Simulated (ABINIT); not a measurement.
Crystal: Sn.

```
CELL_PARAMETERS angstrom
-1.89465 1.89465 1.89465
1.89465 -1.89465 1.89465
1.89465 1.89465 -1.89465
ATOMIC_POSITIONS crystal
Sn 0.00000 0.00000 0.00000
```

This isn't the form of Sn at room conditions, which is tetragonal (white tin).

| Property | Result |
| --- | --- |
| Program | ABINIT 10.8.3 (patched build) |
| Task | single point |
| Functional | PBEsol |
| Potentials or basis | PseudoDojo NC SR PBEsol v0.4.1 standard |
| Cutoff | 980 eV |
| k mesh | 10 × 10 × 10 |
| Occupations | fermi-dirac, width 0.05 eV |
| Spin | no spin polarisation |

On this cell: pressure -2.1 GPa; band gap on the k mesh none (metal or under the smearing width).

The same run follows on a disturbed copy (cell strained at random at fixed volume):

```xyz
1
Lattice="-1.8779 1.8984 1.9102 1.8946 -1.8698 1.8983 1.8874 1.8793 -1.8817" Properties=species:S:1:pos:R:3 pbc="T T T"
Sn   -0.0122    0.0003    0.0364
```

**Question.** What does the disturbed cell give?

**Answer.** The energy (extrapolated to zero smearing) moves by -0.7 meV/atom; pressure -2.1 GPa; band gap on the k mesh none (metal or under the smearing width).

Stress tensor (GPa, compression positive):
```
-2.23  0.17  0.18
 0.17 -2.29  0.18
 0.18  0.18 -1.73
```
